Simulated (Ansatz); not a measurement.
SiC (wurtzite) under strain

SiC built on the wurtzite prototype, relaxed with r2SCAN in the plane-wave code Ansatz. It is hexagonal, P6_3mc (No. 186); a = 3.075 Å, c = 5.048 Å in the conventional setting, 10.34 Å³ an atom. Around Si lie 4 C at 1.88–1.90 Å; around C lie 4 Si at 1.88–1.90 Å.

The axes x, y and z are those of this cell:
```
Si C
1.0
     3.07536    0.00000    0.00000
    -1.53768    2.66334    0.00000
     0.00000    0.00000    5.04811
Si C
2 2
Direct
  0.33333 0.66667 0.99959
  0.66667 0.33333 0.49959
  0.33333 0.66667 0.37541
  0.66667 0.33333 0.87541
```

Unstrained: With PBE the valence top lies at Γ and the conduction bottom at K, 2.277 eV higher; the smallest vertical gap, at M, is 3.978 eV. With r2SCAN the valence top lies at Γ and the conduction bottom at K, 2.653 eV higher; the smallest vertical gap, at M, is 4.476 eV. With HSE06 the valence top lies at Γ and the conduction bottom at K, 3.160 eV higher; the smallest vertical gap, at M, is 5.060 eV. Meshes: PBE 12×12×6, r2SCAN 12×12×6, HSE06 6×6×4. Strains are changes of length per length. After each strain the atoms were relaxed again with r2SCAN within the symmetry that the strain leaves, so tilts or polar shifts that break it weren't tested; points keep the names that they have in the unstrained zone. The values are computed, spin-unpolarised, and not measurements.

Changes of the least gap in eV (an overlap counts as a negative gap):

| strain | volume change (%) | space group | PBE | r2SCAN | HSE06 | G0W0@PBE (mesh) | energy rise, r2SCAN (meV/atom) |
| --- | --- | --- | --- | --- | --- | --- | --- |
| isotropic -4.0 % on every length | -11.5 | P6_3mc | -0.238 | -0.199 | -0.206 | -0.18 | 118.9 |
| isotropic -3.0 % on every length | -8.7 | P6_3mc | -0.175 | -0.146 | -0.151 | -0.13 | 65.0 |
| isotropic -2.0 % on every length | -5.9 | P6_3mc | -0.115 | -0.096 | -0.099 | -0.08 | 28.1 |
| isotropic -1.0 % on every length | -3.0 | P6_3mc | -0.055 | -0.046 | -0.047 | -0.04 | 6.8 |
| isotropic +1.0 % on every length | +3.0 | P6_3mc | +0.053 | +0.042 | +0.045 | +0.04 | 6.4 |
| isotropic +2.0 % on every length | +6.1 | P6_3mc | +0.107 | +0.088 | +0.092 | +0.07 | 25.0 |
| isotropic +3.0 % on every length | +9.3 | P6_3mc | +0.157 | +0.129 | +0.136 | +0.11 | 54.6 |
| isotropic +4.0 % on every length | +12.5 | P6_3mc | +0.206 | +0.169 | +0.177 | +0.14 | 94.4 |

Unstrained, G0W0@PBE with 172 empty bands, a screening cutoff of 150 eV and a 6×6×4 mesh gives 3.07 eV on its mesh; the band count follows the volume. G0W0 values are finite-basis, finite-mesh values.

Isotropic -4.0 % on every length. HSE06: the gap goes from 3.160 to 2.954 eV (-0.206 eV); with r2SCAN the top three valence levels at Γ, grouped 2+1 from the top over 112 meV, become 2+1 over 123 meV. Stress change with r2SCAN, compression positive: xx +35.58, yy +35.58, zz +34.68 GPa. For HSE06, dE_g/d ln V = 1.7 eV over this step.

Isotropic -3.0 % on every length. HSE06: the gap goes from 3.160 to 3.009 eV (-0.151 eV); with r2SCAN the top three valence levels at Γ, grouped 2+1 from the top over 112 meV, become 2+1 over 121 meV. Stress change with r2SCAN, compression positive: xx +25.02, yy +25.02, zz +24.41 GPa. For HSE06, dE_g/d ln V = 1.7 eV over this step.

Isotropic -2.0 % on every length. HSE06: the gap goes from 3.160 to 3.061 eV (-0.099 eV); with r2SCAN the top three valence levels at Γ, grouped 2+1 from the top over 112 meV, become 2+1 over 119 meV. Stress change with r2SCAN, compression positive: xx +15.65, yy +15.65, zz +15.28 GPa. For HSE06, dE_g/d ln V = 1.6 eV over this step.

Isotropic -1.0 % on every length. HSE06: the gap goes from 3.160 to 3.113 eV (-0.047 eV). Stress change with r2SCAN, compression positive: xx +7.35, yy +7.35, zz +7.15 GPa. For HSE06, dE_g/d ln V = 1.6 eV over this step.

Isotropic +1.0 % on every length. HSE06: the gap goes from 3.160 to 3.205 eV (+0.045 eV). Stress change with r2SCAN, compression positive: xx -6.48, yy -6.48, zz -6.30 GPa. For HSE06, dE_g/d ln V = 1.5 eV over this step.

Isotropic +2.0 % on every length. HSE06: the gap goes from 3.160 to 3.252 eV (+0.092 eV); with r2SCAN the top three valence levels at Γ, grouped 2+1 from the top over 112 meV, become 2+1 over 104 meV. Stress change with r2SCAN, compression positive: xx -12.15, yy -12.15, zz -11.86 GPa. For HSE06, dE_g/d ln V = 1.5 eV over this step.

Isotropic +3.0 % on every length. HSE06: the gap goes from 3.160 to 3.296 eV (+0.136 eV); with r2SCAN the top three valence levels at Γ, grouped 2+1 from the top over 112 meV, become 2+1 over 99 meV. Stress change with r2SCAN, compression positive: xx -17.12, yy -17.12, zz -16.71 GPa. For HSE06, dE_g/d ln V = 1.5 eV over this step.

Isotropic +4.0 % on every length. HSE06: the gap goes from 3.160 to 3.337 eV (+0.177 eV); with r2SCAN the top three valence levels at Γ, grouped 2+1 from the top over 112 meV, become 2+1 over 94 meV. Stress change with r2SCAN, compression positive: xx -21.43, yy -21.43, zz -20.92 GPa. For HSE06, dE_g/d ln V = 1.5 eV over this step.

The meshes of the hybrids are coarse, so their gaps aren't converged to the digits shown.

The splittings at Γ are without spin-orbit coupling, which regroups them where it is of like size or larger.
